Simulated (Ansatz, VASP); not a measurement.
Given: the input of a run of Ansatz 0.2.0 on Bi2Se3 (Paraguanajuatite).

input.yaml

```yaml
crystal:
  lattice:
    - [2.098759705, 1.2117194806, 9.6709442292]
    - [-2.098759705, 1.2117194806, 9.6709442292]
    - [0.0, -2.4234389614, 9.6709442292]
  atoms:
    - { symbol: Bi, position: [0.5992, 0.5992, 0.5992] }
    - { symbol: Bi, position: [0.4008, 0.4008, 0.4008] }
    - { symbol: Se, position: [0.7883, 0.7883, 0.7883] }
    - { symbol: Se, position: [0.2117, 0.2117, 0.2117] }
    - { symbol: Se, position: [0.0, 0.0, 0.0] }
hamiltonian:
  xc: pbesol
  pseudopotentials: { kind: paw }
kpoints:
  mp_grid: { grid: [8, 8, 8] }
scf:
  occupations: { method: fermi_dirac, width: 0.05 }
output:
  forces: true
  stress: true
  eigenvalues: true
```

Potentials or basis: Ansatz PAW.

Run with:

```sh
$ ansatz run input.yaml --threads 2 --pin off --max-ram 5120MiB --backend cpu --events-out ev --progress --plain --runs-dir out
```

Translate it to VASP 6.6.1. Potentials there: VASP PAW PBE potentials, release 64 (Bi_d, Se).

As run (the cutoff follows the program's own potentials):

INCAR

```
  PREC = Accurate
  ENCUT = 520
  EDIFF = 1E-7
  ISMEAR = -1
  SIGMA = 0.05
  LREAL = False
  LASPH = True
  NELM = 100
  ALGO = Normal
  ISIF = 2
  LWAVE = False
  LCHARG = False
  GGA = PS
  NBANDS = 32
  KPAR = 2
```

File KPOINTS:

```
Automatic mesh
0
Gamma
  8 8 8
```

POSCAR

```
Bi2Se3
1.0
    2.0987597050      1.2117194806      9.6709442292
   -2.0987597050      1.2117194806      9.6709442292
    0.0000000000     -2.4234389614      9.6709442292
Bi Se
2 3
Direct
    0.5992000000      0.5992000000      0.5992000000
    0.4008000000      0.4008000000      0.4008000000
    0.7883000000      0.7883000000      0.7883000000
    0.2117000000      0.2117000000      0.2117000000
    0.0000000000      0.0000000000      0.0000000000
```

Potentials or basis: VASP PAW PBE potentials, release 64 (Bi_d, Se).

Run with:

```sh
$ cat potpaw_PBE.64/Bi_d/POTCAR potpaw_PBE.64/Se/POTCAR > POTCAR
$ mpirun -np 2 vasp_std > vasp.out
```

Both were run:

|  | VASP | Ansatz | Ansatz less VASP |
| --- | --- | --- | --- |
| gap on the k mesh at the Fermi level (eV) | 0.17 | 0.17 | +0.003 |
| least direct gap on the mesh (eV) | 0.17 | 0.17 | +0.003 |
| pressure (GPa) | -2.5 | -2.6 | -0.03 |
| largest component of the traceless stress (GPa) | 0.05 | 0.05 | 0.000 |
| rms of the force components (eV/Å) | 0.080 | 0.084 | +0.0045 |

Atom by atom the forces differ by 0.007 eV/Å (rms over components). The functional is the same, so the differences come from potentials, cutoffs and numerics. The two sets of potentials don't hold the same shells in valence.

Caveats: spin-orbit coupling is left out, which as a rule narrows the gap of such compounds by several tenths of an eV; the PAW data sets were made with another functional, which shifts forces and pressure a little (VASP); the PAW data sets come from PBE, with cores solved anew for the run's functional, which leaves a small shift of forces and pressure (Ansatz). A k mesh can miss the band edges.
